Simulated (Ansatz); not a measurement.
# ZnO: stress in a strained cell

ZnO is deformed so: zz strain of +3 %. What stress and forces result, by LAPW, PAW and all-electron datasets made for the crystal?

Program: Ansatz 0.2.0. Level of theory: DFT PBE, scalar-relativistic. These are calculated values, not measurements.

## Step 1: The structure to begin with

It takes space group P6_3mc (No. 186, hexagonal). Conventional cell: a = 3.249 Å, b = 3.249 Å, c = 5.204 Å, α = 90.00°, β = 90.00°, γ = 120.00°. Around Zn (site symmetry 3m) lie 4 O at 1.97 to 1.99 Å. O (site symmetry 3m) has 4 Zn at 1.97 to 1.99 Å as nearest neighbours.

As a file:

```cif
data_structure
_symmetry_space_group_name_H-M 'P6_3mc'
_symmetry_Int_Tables_number 186
_cell_length_a 3.2494
_cell_length_b 3.2494
_cell_length_c 5.2038
_cell_angle_alpha 90.000
_cell_angle_beta 90.000
_cell_angle_gamma 120.000
_cell_volume 47.58
loop_
_atom_site_label
_atom_site_type_symbol
_atom_site_symmetry_multiplicity
_atom_site_Wyckoff_symbol
_atom_site_fract_x
_atom_site_fract_y
_atom_site_fract_z
_atom_site_occupancy
Zn1 Zn 2 b 0.33333 0.66667 0.00000 1
O1 O 2 b 0.33333 0.66667 0.38210 1
```

The file gives the conventional cell by its symmetry; the runs use the cell typed in the input.

Atoms are numbered in the order of the input: Zn1, Zn2, O3, O4.

## Step 2: The deformed structure

Space group P6_3mc before, P6_3mc after.

## Step 3: Full-potential LAPW

input.yaml reads:

```yaml
crystal:
  lattice:
    - [3.2493987239, 0.0, 0.0]
    - [-1.6246993619, 2.8140618419, 0.0]
    - [0.0, 0.0, 5.359914]
  atoms:
    - { symbol: Zn, position: [0.3333333333, 0.6666666667, 0.0] }
    - { symbol: Zn, position: [0.6666666667, 0.3333333333, 0.5] }
    - { symbol: O, position: [0.3333333333, 0.6666666667, 0.3821] }
    - { symbol: O, position: [0.6666666667, 0.3333333333, 0.8821] }
kpoints:
  mp_grid: { grid: [11, 11, 6] }
  band_path:
    path:
      - [0.0, 0.0, 0.0]
      - [0.5, 0.0, 0.0]
      - [0.3333333333, 0.3333333333, 0.0]
      - [0.0, 0.0, 0.0]
      - [0.0, 0.0, 0.5]
      - [0.5, 0.0, 0.5]
      - [0.3333333333, 0.3333333333, 0.5]
      - [0.0, 0.0, 0.5]
      - [0.5, 0.0, 0.5]
    npoints: 5
scf:
  occupations: { method: fermi_dirac, width: 0.02 }
hamiltonian:
  xc: pbe
  pseudopotentials: { kind: all_electron, lapw: { basis_error: 0.0005 } }
output:
  forces: true
  stress: true
  eigenvalues: true
```

Started as:

```console
> ansatz run input.yaml --threads 1 --pin off --max-ram 4096MiB --backend cpu --events-out ev --progress --plain --runs-dir out
```

## Step 4: Frozen-core PAW

input.yaml reads:

```yaml
crystal:
  lattice:
    - [3.2493987239, 0.0, 0.0]
    - [-1.6246993619, 2.8140618419, 0.0]
    - [0.0, 0.0, 5.359914]
  atoms:
    - { symbol: Zn, position: [0.3333333333, 0.6666666667, 0.0] }
    - { symbol: Zn, position: [0.6666666667, 0.3333333333, 0.5] }
    - { symbol: O, position: [0.3333333333, 0.6666666667, 0.3821] }
    - { symbol: O, position: [0.6666666667, 0.3333333333, 0.8821] }
kpoints:
  mp_grid: { grid: [11, 11, 6] }
scf:
  occupations: { method: fermi_dirac, width: 0.02 }
hamiltonian:
  xc: pbe
  pseudopotentials: { kind: paw }
output:
  forces: true
  stress: true
  eigenvalues: true
  efg: { contact_densities: true }
```

## Step 5: All-electron PAW on datasets made for the crystal

Edit input.yaml of step 4 so:

```diff
@@ -16,3 +16,3 @@
   xc: pbe
-  pseudopotentials: { kind: paw }
+  pseudopotentials: { kind: all_electron, datasets: crystal }
 output:
```

(Steps that only read results are left out.)

Q: Predict the outcome of this session. Wanted: pressure; largest shear or deviatoric stress.

**Answer**, as computed:

```
                                 quantity                                           value
                                 pressure  LAPW 0.93, PAW 1.02, crystal datasets 0.93 GPa
largest shear or deviatoric stress (LAPW)                                        3.52 GPa
```

The largest part of the stress beyond the pressure is 3.52 GPa in size, in the zz component; the atoms are carried along and not relaxed. No run of the undeformed cell stands beside it, so the pressure holds what the given cell had before the change. PAW: stress within 0.09 GPa of LAPW, forces within 1 meV/Å. Crystal datasets: stress within 0.01 GPa of LAPW, forces within 1 meV/Å.
